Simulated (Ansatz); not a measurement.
All numbers below come from DFT PBE, scalar-relativistic, plane waves, PAW (Ansatz). Settings: cutoff 420 eV, Γ-centred meshes spaced at most about 0.3 Å⁻¹, and about 0.25 Å⁻¹ or finer for metals (2π included), Gaussian smearing. No spin polarisation.

All energies are static (0 K, no zero-point motion).

Two forms of Be₂Se were relaxed alike.

A.

```cif
data_structure
_symmetry_space_group_name_H-M 'C2/m'
_symmetry_Int_Tables_number 12
_cell_length_a 9.7044
_cell_length_b 3.5669
_cell_length_c 5.9115
_cell_angle_alpha 90.000
_cell_angle_beta 118.616
_cell_angle_gamma 90.000
_cell_volume 179.63
loop_
_atom_site_label
_atom_site_type_symbol
_atom_site_symmetry_multiplicity
_atom_site_Wyckoff_symbol
_atom_site_fract_x
_atom_site_fract_y
_atom_site_fract_z
_atom_site_occupancy
Be1 Be 4 i 0.21619 0.50000 0.76573 1
Be2 Be 4 i 0.18136 0.00000 0.49497 1
Se1 Se 4 i 0.91276 0.00000 0.19433 1
```

B.

```cif
data_structure
_symmetry_space_group_name_H-M 'P3m1'
_symmetry_Int_Tables_number 156
_cell_length_a 3.4092
_cell_length_b 3.4092
_cell_length_c 4.5664
_cell_angle_alpha 90.000
_cell_angle_beta 90.000
_cell_angle_gamma 120.000
_cell_volume 45.96
loop_
_atom_site_label
_atom_site_type_symbol
_atom_site_symmetry_multiplicity
_atom_site_Wyckoff_symbol
_atom_site_fract_x
_atom_site_fract_y
_atom_site_fract_z
_atom_site_occupancy
Be1 Be 1 b 0.33333 0.66667 0.68130 1
Be2 Be 1 c 0.66667 0.33333 0.39176 1
Se1 Se 1 b 0.33333 0.66667 0.17694 1
```

Task: Which would you expect to be lower, and how large is the difference?

Result: A is lower, by 253 meV/atom. A has space group C2/m (No. 12), 15.0 Å³/atom and no gap on its mesh; B has space group P3m1 (No. 156), 15.3 Å³/atom and no gap. In A, Be on its first site has 3 Be at 2.20–2.31 Å and 3 Se at 2.26–2.33 Å; Be on its second site is surrounded by 5 Be at 2.20–2.31 Å and 2 Se at 2.35–2.41 Å; Se has 5 Be at 2.26–2.41 Å. In B, Be on its first site is surrounded by 2 Se at 2.26–2.30 Å and 3 Be at 2.37 Å; Be on its second site has 3 Se at 2.20 Å and 3 Be at 2.37 Å; around Se lie 5 Be at 2.20–2.30 Å. Origin: A and B, each invented, then shaken at random and relaxed again. The lowest form computed isn't among them: it has space group P-4m2 (No. 115), 15.1 Å³/atom and lies 16 meV/atom below the best shown.

Cells relaxed within their symmetry can be saddle points. Some structure types and database cells were kept out of the candidates from the start, so a known form may be missing.
